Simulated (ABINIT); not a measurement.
# Si (Pm-3m) in ABINIT: a series of runs

One crystal, Si, is run at these levels: LDA-PZ, LDA; tasks: single point, relaxation of cell and atoms.

Program: ABINIT 10.8.3 (patched build). These are calculated values, not measurements. Logs are shortened: lines on timing, memory, paths and dates and some standing lists are left out, and cuts for length are marked. The log counts tension as positive stress, the text compression.

## 1. The crystal as given

The structure is cubic, space group Pm-3m (No. 221). The conventional cell has a = 2.532 Å, b = 2.532 Å, c = 2.532 Å, α = 90.00°, β = 90.00°, γ = 90.00°. Around Si (site symmetry m-3m) lie 6 Si at 2.53 Å.

The cell was built by a generator and needn't be a form met in nature.

## 2. Single point, LDA-PZ (cell strained at random)

Input file run.abi:

```
# Pseudopotentials
pp_dirpath "./"
pseudos "Si.upf"

# Structure
acell 3*1.0 Angstrom
rprim
     2.5507160000     0.0320130000    -0.0213760000
     0.0320130000     2.5208840000    -0.0097940000
    -0.0213760000    -0.0097940000     2.5254510000
ntypat 1
znucl 14
natom 1
typat 1
xcart
     2.4201278392     2.4028840884     2.3567539839
chkprim 0
chksymtnons 0
tolsym 1.0e-6

# Plane-wave basis
ecut 435.382180 eV

# k points
kptopt 1
ngkpt 8 8 8
nshiftk 1
shiftk 0.0 0.0 0.0

# Exchange and correlation
ixc 2

# Bands and occupations
nband 6
occopt 3
tsmear 0.00183747

# SCF cycle
nstep 100
tolvrs 1.0e-10

# Output
iomode 3
prtwf 0
prteig 0
prtebands 0
prtden 1
prtvha 1
prtvclmb 1
prtpot 1
prtelf 1
```

Potentials or basis: PseudoDojo NC SR LDA v0.4.1 standard.

Started as:

```bash
$ abinit run.abi > log 2>&1
```

run.abo:

```text
.Version 10.8.3 of ABINIT
 Symmetries : space group P-1 (#  2); Bravais aP (primitive triclinic)
================================================================================
 Values of the parameters that define the memory need of the present run
     intxc =       0    ionmov =       0      iscf =       7    lmnmax =       6
     lnmax =       6     mgfft =      18  mpssoang =       3    mqgrid =    3001
     natom =       1  nloc_mem =       1    nspden =       1   nspinor =       1
    nsppol =       1      nsym =       2    n1xccc =    2501    ntypat =       1
    occopt =       3   xclevel =       1
       mpw =         342          nfft =        5832          nkpt =         260
================================================================================
================================================================================

--------------------------------------------------------------------------------
------------- Echo of variables that govern the present computation ------------
--------------------------------------------------------------------------------
 -outvars: echo values of preprocessed input variables --------
            acell      1.8897261259E+00  1.8897261259E+00  1.8897261259E+00 Bohr
              amu      2.80855000E+01
          chkprim           0
      chksymtnons           0
             ecut      1.60000000E+01 Hartree
                       outvar_i_n : Printing only first  50 k-points.
              ixc           2
                       outvar_i_n : Printing only first  50 k-points.
         kptrlatt        8    0    0      0    8    0      0    0    8
          kptrlen      3.81136033E+01
            natom           1
            nband           6
            ngfft          18      18      18
             nkpt         260
            nstep         100
             nsym           2
           ntypat           1
                       prtocc : prtvol=0, do not print more k-points.
           occopt           3
        prtebands           0
           prteig           0
           prtelf           1
           prtpot           1
         prtvclmb           1
           prtvha           1
            prtwf           0
            rprim      2.5507160000E+00  3.2013000000E-02 -2.1376000000E-02
                       3.2013000000E-02  2.5208840000E+00 -9.7940000000E-03
                      -2.1376000000E-02 -9.7940000000E-03  2.5254510000E+00
          spgroup           2
           tolsym      1.00000000E-06
           tolvrs      1.00000000E-10
           tsmear      1.83747000E-03 Hartree
            typat      1
                       outvars : Printing only first  50 k-points.
           xangst      1.2806764991E+00  1.2715514992E+00  1.2471404991E+00
            xcart      2.4201278392E+00  2.4028840884E+00  2.3567539839E+00
             xred      4.9999999965E-01  4.9999999967E-01  4.9999999965E-01
            znucl       14.00000

================================================================================

 chkinp: Checking input parameters for consistency.

================================================================================
== DATASET  1 ==================================================================

--- !DatasetInfo
iteration_state: {dtset: 1, }
dimensions: {natom: 1, nkpt: 260, mband: 6, nsppol: 1, nspinor: 1, nspden: 1, mpw: 342, }
cutoff_energies: {ecut:  16.0, pawecutdg:  -1.0, }
electrons: {nelect:   4.00000000E+00, charge:   0.00000000E+00, occopt:   3.00000000E+00, tsmear:   1.83747000E-03, }
meta: {optdriver: 0, ionmov: 0, optcell: 0, iscf: 7, paral_kgb: 0, }
...

 Exchange-correlation functional for the present dataset will be:
  LDA: Perdew-Zunger-Ceperley-Alder - ixc=2
  J.P.Perdew and A.Zunger, PRB 23, 5048 (1981)

 Real(R)+Recip(G) space primitive vectors, cartesian coordinates (Bohr,Bohr^-1):
 R(1)=  4.8201547  0.0604958 -0.0403948  G(1)=  0.2075098 -0.0026284  0.0017462
 R(2)=  0.0604958  4.7637804 -0.0185080  G(2)= -0.0026284  0.2099538  0.0007920
 R(3)= -0.0403948 -0.0185080  4.7724107  G(3)=  0.0017462  0.0007920  0.2095556
 Unit cell volume ucvol=  1.0955805E+02 bohr^3
 Angles (23,13,12)=  9.04509063E+01  9.09678084E+01  8.85515710E+01 degrees

 getcut: wavevector=  0.0000  0.0000  0.0000  ngfft=  18  18  18
         ecut(hartree)=     16.000   => boxcut(ratio)=   2.07461

--- Pseudopotential description ------------------------------------------------
- pspini: atom type   1  psp file is ./Si.upf
12 -1012 2 -1 1510                            pspcod,pspxc,lmax,lloc,mmax
     nproj     2     2     2

   2.66801583E+01                                ecore*ucvol(ha*bohr**3)
--------------------------------------------------------------------------------

================================================================================

--- !BeginCycle
iteration_state: {dtset: 1, }
solver: {iscf: 7, nstep: 100, nline: 4, wfoptalg: 0, }
tolerances: {tolvrs: 1.00E-10, }
...

     iter   Etot(hartree)      deltaE(h)  residm     vres2
 ETOT  1  -4.2500549307398    -4.250E+00 2.210E-01 6.891E-02
 ETOT  2  -4.2510009450022    -9.460E-04 6.096E-03 3.347E-03
 ETOT  3  -4.2510021292086    -1.184E-06 1.844E-03 9.921E-06
 ETOT  4  -4.2510021327848    -3.576E-09 9.238E-04 3.512E-07
 ETOT  5  -4.2510021329169    -1.320E-10 5.053E-04 2.372E-09
 ETOT  6  -4.2510021329175    -6.555E-13 4.522E-04 1.899E-11

 At SCF step    6       vres2   =  1.90E-11 < tolvrs=  1.00E-10 =>converged.

 Compute ELF
--------------------------------------------------------------------------------

 Compute kinetic energy density

 Compute gradient of the electron density
 Electron Localization Function (ELF) [min:0;max:1]
)     Maximum=    8.2911E-01  at reduced coord.    0.5000    0.1111    0.5000
)     Minimum=    1.2956E-06  at reduced coord.    0.5000    0.5000    0.5000
   Integrated=    5.2301E+01

--------------------------------------------------------------------------------
 End of ELF section

 Cartesian components of stress tensor (hartree/bohr^3)
  sigma(1 1)=  1.09937388E-04  sigma(3 2)= -1.23586719E-05
  sigma(2 2)=  1.36640897E-04  sigma(3 1)= -1.38761196E-05
  sigma(3 3)=  1.21241931E-04  sigma(2 1)=  1.25102332E-05

--- !ResultsGS
iteration_state: {dtset: 1, }
comment   : Summary of ground state results
lattice_vectors:
- [  4.8201547,   0.0604958,  -0.0403948, ]
- [  0.0604958,   4.7637804,  -0.0185080, ]
- [ -0.0403948,  -0.0185080,   4.7724107, ]
lattice_lengths: [   4.82070,    4.76420,    4.77262, ]
lattice_angles: [ 90.451,  90.968,  88.552, ] # degrees, (23, 13, 12)
lattice_volume:   1.0955805E+02
convergence: {deltae: -6.555E-13, res2:  1.899E-11, residm:  4.522E-04, diffor: null, }
etotal    :  -4.25100213E+00
entropy   :   0.00000000E+00
fermie    :   2.48634065E-01
cartesian_stress_tensor: # hartree/bohr^3
- [  1.09937388E-04,   1.25102332E-05,  -1.38761196E-05, ]
- [  1.25102332E-05,   1.36640897E-04,  -1.23586719E-05, ]
- [ -1.38761196E-05,  -1.23586719E-05,   1.21241931E-04, ]
pressure_GPa:  -3.6072E+00
xred      :
- [  5.0000E-01,   5.0000E-01,   5.0000E-01, Si]
cartesian_forces: # hartree/bohr
- [ -0.00000000E+00,  -0.00000000E+00,  -0.00000000E+00, ]
force_length_stats: {min:   0.00000000E+00, max:   0.00000000E+00, mean:   0.00000000E+00, }
...

 Integrated electronic density in atomic spheres:
 ------------------------------------------------
 Atom  Sphere_radius  Integrated_density
    1        2.00000          1.73583339
================================================================================

 ----iterations are completed or convergence reached----

 Mean square residual over all n,k,spin=   13.212E-07; max=  45.224E-05
 reduced coordinates (array xred) for    1 atoms
       0.499999999651      0.499999999670      0.499999999655
 rms dE/dt=  0.0000E+00; max dE/dt=  0.0000E+00; dE/dt below (all hartree)
    1       0.000000000000      0.000000000000      0.000000000000

 cartesian coordinates (angstrom) at end:
    1      1.28067649910773     1.27155149916007     1.24714049913866

 cartesian forces (hartree/bohr) at end:
    1     -0.00000000000000    -0.00000000000000    -0.00000000000000
 frms,max,avg= 0.0000000E+00 0.0000000E+00   0.000E+00  0.000E+00  0.000E+00 h/b

 cartesian forces (eV/Angstrom) at end:
    1     -0.00000000000000    -0.00000000000000    -0.00000000000000
 frms,max,avg= 0.0000000E+00 0.0000000E+00   0.000E+00  0.000E+00  0.000E+00 e/A
 length scales=  1.889726125908  1.889726125908  1.889726125908 bohr
              =  1.000000000000  1.000000000000  1.000000000000 angstroms
 Fermi (or HOMO) energy (hartree) =   0.24863   Average Vxc (hartree)=  -0.38650
 Eigenvalues (hartree) for nkpt= 260  k points:
 kpt#   1, nband=  6, wtk=  0.00195, kpt=  0.0000  0.0000  0.0000 (reduced coord)
  -0.23038    0.51949    0.52512    0.53052    0.53521    0.53921
      occupation numbers for kpt#   1
   2.00000    0.00000    0.00000    0.00000    0.00000    0.00000
 prteigrs : prtvol=0 or 1, do not print more k-points.

--- !EnergyTerms
iteration_state     : {dtset: 1, }
comment             : Components of total free energy in Hartree
kinetic             :  1.54010949481821E+00
hartree             :  6.78103279780236E-02
xc                  : -1.55606411084874E+00
Ewald energy        : -4.74373612175935E+00
psp_core            :  2.43525311841172E-01
local_psp           : -4.50679094265833E-01
non_local_psp       :  6.48292953872232E-01
internal            : -4.25074123836428E+00
'-kT*entropy'       : -2.60894553229897E-04
total_energy        : -4.25100213291751E+00
total_energy_eV     : -1.15675660971307E+02
band_energy         :  2.46474421068946E-01
...

 Cartesian components of stress tensor (hartree/bohr^3)
  sigma(1 1)=  1.09937388E-04  sigma(3 2)= -1.23586719E-05
  sigma(2 2)=  1.36640897E-04  sigma(3 1)= -1.38761196E-05
  sigma(3 3)=  1.21241931E-04  sigma(2 1)=  1.25102332E-05

-Cartesian components of stress tensor (GPa)         [Pressure= -3.6072E+00 GPa]
- sigma(1 1)=  3.23446962E+00  sigma(3 2)= -3.63604682E-01
- sigma(2 2)=  4.02011397E+00  sigma(3 1)= -4.08249533E-01
- sigma(3 3)=  3.56706076E+00  sigma(2 1)=  3.68063768E-01

== END DATASET(S) ==============================================================
================================================================================

 -outvars: echo values of variables after computation  --------
            acell      1.8897261259E+00  1.8897261259E+00  1.8897261259E+00 Bohr
           etotal     -4.2510021329E+00
            fcart     -0.0000000000E+00 -0.0000000000E+00 -0.0000000000E+00
            rprim      2.5507160000E+00  3.2013000000E-02 -2.1376000000E-02
                       3.2013000000E-02  2.5208840000E+00 -9.7940000000E-03
                      -2.1376000000E-02 -9.7940000000E-03  2.5254510000E+00
           strten      1.0993738774E-04  1.3664089666E-04  1.2124193105E-04
                      -1.2358671940E-05 -1.3876119579E-05  1.2510233197E-05
           xangst      1.2806764991E+00  1.2715514992E+00  1.2471404991E+00
             xred      4.9999999965E-01  4.9999999967E-01  4.9999999965E-01
 Calculation completed.
```

It took 9.5 s on 1 thread of AMD EPYC 7R43 (Zen 3), shared host; peak memory 0.06 GiB.

What came out:

```
Free energy                                           : -115.6757 eV
Pressure                                              : -3.6 GPa
Band gap on the k mesh                                : none (metal or under the smearing width)
Valence electrons inside the program's atomic spheres : Si 1.74 (radii [1.0584] Å)
```

## 3. Single point, LDA

Input file run.abi:

```
# Pseudopotentials
pp_dirpath "./"
pseudos "Si.upf"

# Structure
acell 3*1.0
rprim
     4.7849944174     0.0000000000     0.0000000000
     0.0000000000     4.7849944174     0.0000000000
     0.0000000000     0.0000000000     4.7849944174
ntypat 1
znucl 14
natom 1
typat 1
xred
     0.5000000000     0.5000000000     0.5000000000

# Plane-wave basis
ecut 16.0

# k points
kptopt 1
ngkpt 8 8 8
nshiftk 1
shiftk 0.0 0.0 0.0

# Exchange and correlation
ixc 7

# Bands and occupations
nband 6
occopt 3
tsmear 0.05 eV

# SCF cycle
nstep 100
tolvrs 1.0e-10

# Output
iomode 3
prtwf 0
prteig 0
prtebands 0
enunit 1
prtden 1
prtvha 1
prtvclmb 1
prtpot 1
prtelf 1
```

Potentials or basis: PseudoDojo NC SR LDA v0.4.1 standard.

Started as:

```bash
$ abinit run.abi > log 2>&1
```

Wall time 1.5 s (1 thread of Intel Xeon Platinum 8488C (Sapphire Rapids), shared host); peak memory 0.06 GiB.

The run converged. Its results:

```yaml
Free_energy: -115.6428 eV
Pressure: -3.8 GPa
Band_gap_on_the_k_mesh: none (metal or under the smearing width)
Valence_electrons_inside_the_program's_atomic_spheres: Si 1.73 (radii [1.0584] Å)
```

Levels at points of the mesh, in eV from the Fermi level:
```tsv
k point	band 1	band 2	band 3	band 4	band 5	band 6
(0.00, 0.00, 0.00)	-13.03	7.60	7.60	7.69	7.69	7.69
(0.50, 0.00, 0.00)	-8.48	-6.36	10.18	10.97	10.97	14.63
(0.50, 0.50, 0.00)	-3.42	-2.74	-2.74	1.65	14.11	17.18
(0.50, 0.50, 0.50)	0.64	0.64	0.64	3.43	5.30	5.30
```

## 4. Relaxation of cell and atoms, LDA

Input file run.abi:

```
# Pseudopotentials
pp_dirpath "./"
pseudos "Si.upf"

# Structure
acell 4.7849944174 4.7849944174 4.7849944174
rprim
     1.0000000000     0.0000000000     0.0000000000
     0.0000000000     1.0000000000     0.0000000000
     0.0000000000     0.0000000000     1.0000000000
ntypat 1
znucl 14
natom 1
typat 1
chkprim 0
chksymtnons 0
tolsym 1.0e-6
xred
            1/2            1/2            1/2

# Plane-wave basis
ecut 435.382180 eV
ecutsm 0.5

# k points
kptopt 1
ngkpt 8 8 8
nshiftk 1
shiftk 0.0 0.0 0.0

# Exchange and correlation
ixc 7

# Bands and occupations
nband 6
occopt 3
tsmear 0.00183747

# SCF cycle
nstep 80
tolvrs 1.0e-12

# Output
iomode 3
prteig 0
prtebands 0
prtwf 0
prtden 0

# Relaxation
ionmov 2
optcell 2
ntime 50
tolmxf 2.0e-5
dilatmx 1.08
```

Started as:

```bash
$ abinit run.abi > log 2>&1
```

Run time: 5 s. Hardware: 1 thread of Intel Xeon Platinum 8488C (Sapphire Rapids), shared host; peak memory 0.06 GiB.

It converged, with:

```
Free energy                            : -115.6502 eV
Relaxed volume                         : 15.62 Å³/atom
Relaxed cell                           : a = 2.500 Å, b = 2.500 Å, c = 2.500 Å, α = 90.00°, β = 90.00°, γ = 90.00°
Space group after relaxing (to 0.05 Å) : Pm-3m (No. 221)
Energy gained by relaxing              : 7.5 meV/atom
Ionic steps                            : 5
Pressure after relaxing                : 0.0 GPa
Band gap on the k mesh                 : none (metal or under the smearing width)
```

Step by step:
```tsv
step	energy change (eV)	largest force (eV/Å)	pressure (GPa)	volume (Å³)
1	0.0000	0.0000	-3.76	16.23
2	-0.0038	0.0000	-2.70	16.05
3	-0.0075	0.0000	0.14	15.60
4	-0.0075	0.0000	-0.01	15.62
5	-0.0075	0.0000	0.00	15.62
```

Final structure:
```cif
data_structure
_symmetry_space_group_name_H-M 'P 1'
_symmetry_Int_Tables_number 1
_cell_length_a 2.4996
_cell_length_b 2.4996
_cell_length_c 2.4996
_cell_angle_alpha 90.000
_cell_angle_beta 90.000
_cell_angle_gamma 90.000
_cell_volume 15.62
loop_
_atom_site_label
_atom_site_type_symbol
_atom_site_fract_x
_atom_site_fract_y
_atom_site_fract_z
_atom_site_occupancy
Si1 Si 0.50000 0.50000 0.50000 1
```

## 5. Single point, LDA (cell relaxed)

Input file run.abi:

```
# Pseudopotentials
pp_dirpath "./"
pseudos "Si.upf"

# Structure
acell 3*1.0
rprim
     4.7235693989     0.0000000000     0.0000000000
     0.0000000000     4.7235693989     0.0000000000
     0.0000000000     0.0000000000     4.7235693989
ntypat 1
znucl 14
natom 1
typat 1
xred
     0.5000000000     0.5000000000     0.5000000000
chkprim 0
chksymtnons 0
tolsym 1.0e-6

# Plane-wave basis
ecut 16.0

# k points
kptopt 1
ngkpt 8 8 8
nshiftk 1
shiftk 0.0 0.0 0.0

# Exchange and correlation
ixc 7

# Bands and occupations
nband 6
occopt 3
tsmear 0.00183747

# SCF cycle
nstep 100
tolvrs 1.0e-10

# Output
iomode 3
prtwf 0
prtden 0
prteig 0
prtebands 0
```

Started as:

```bash
$ abinit run.abi > log 2>&1
```

Run time: 1.3 s. Hardware: 1 thread of Intel Xeon Platinum 8488C (Sapphire Rapids), shared host; peak memory 0.07 GiB.

The run converged. Its results:

| Quantity | Value |
| --- | --- |
| Free energy | -115.6503 eV |
| Pressure | 0.0 GPa |
| Band gap on the k mesh | none (metal or under the smearing width) |
| Valence electrons inside the program's atomic spheres | Si 1.76 (radii [1.0584] Å) |

Levels at points of the mesh, in eV from the Fermi level:
| k point | band 1 | band 2 | band 3 | band 4 | band 5 | band 6 |
| --- | --- | --- | --- | --- | --- | --- |
| (0.00, 0.00, 0.00) | -13.35 | 7.62 | 7.62 | 7.95 | 7.95 | 7.95 |
| (0.50, 0.00, 0.00) | -8.61 | -6.61 | 10.28 | 11.41 | 11.41 | 14.84 |
| (0.50, 0.50, 0.00) | -3.32 | -2.84 | -2.84 | 1.49 | 14.74 | 17.48 |
| (0.50, 0.50, 0.50) | 0.68 | 0.68 | 0.68 | 3.96 | 5.24 | 5.24 |

## 6. Overview

| task | level | cell | cell freedom (optcell) | optimiser (ionmov) | cutoff smearing ecutsm (Ha) | force stop (Ha/bohr) | gap on the mesh (eV) | pressure (GPa) |
| --- | --- | --- | --- | --- | --- | --- | --- | --- |
| single point | LDA-PZ | cell strained at random | - | - | - | - | none | -3.6 |
| single point | LDA | as given | - | - | - | - | none | -3.8 |
| relaxation of cell and atoms | LDA | relaxed | 2 | 2 | 0.5 | 2e-05 | none | 0.0 |
| single point | LDA | cell relaxed | - | - | - | - | none | 0.0 |

Alike in all rows: potentials or basis PseudoDojo NC SR LDA v0.4.1 standard; no spin polarisation; k mesh 8 × 8 × 8; cutoff (eV) 435; smearing fermi-dirac 0.05 eV.

Absolute energies hang on the potentials; compare differences alone.
